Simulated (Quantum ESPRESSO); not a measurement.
**Sn: zone-centre phonons under several settings**

```
Sn
1.0
     0.00000    3.23334    3.23334
     3.23334    0.00000    3.23334
     3.23334    3.23334    0.00000
Sn
2
Direct
  0.75000 0.75000 0.75000
  0.50000 0.50000 0.50000
```

This isn't the form of Sn at room conditions, which is tetragonal (white tin).

All runs used Quantum ESPRESSO 7.5; k mesh 7 × 7 × 7; relaxed cell; no spin polarisation; cutoff 980 eV; occupations cold, width 0.2 eV.

```csv
level,potentials,volume (Å³/atom),pressure (GPa),lowest optical mode without the field (cm⁻¹)
LDA,PseudoDojo 0.4.1 SR LDA standard,33.87,0.0,179
PBE,PseudoDojo 0.4.1 SR PBE standard,36.73,0.2,163
PBEsol,PseudoDojo 0.4.1 SR PBEsol standard,35.01,0.0,173
revPBE,PseudoDojo 0.4.1 SR PBE standard,?,0.3,?
PW91,PseudoDojo 0.4.1 SR PBE standard,36.65,0.2,161
RPBE,PseudoDojo 0.4.1 SR PBE standard,37.75,0.3,160
vdW-DF-cx,PseudoDojo 0.4.1 SR PBE standard,35.26,0.1,172
```

Problem. What stands in the row left open?

Solution. Volume 37.47 Å³/atom; lowest optical mode without the field 161 cm⁻¹.

Caveats: the potentials were made for another functional, which shifts forces and pressure (some runs).

For the row left open. Caveat: the potentials were made for another functional, which shifts forces and pressure.
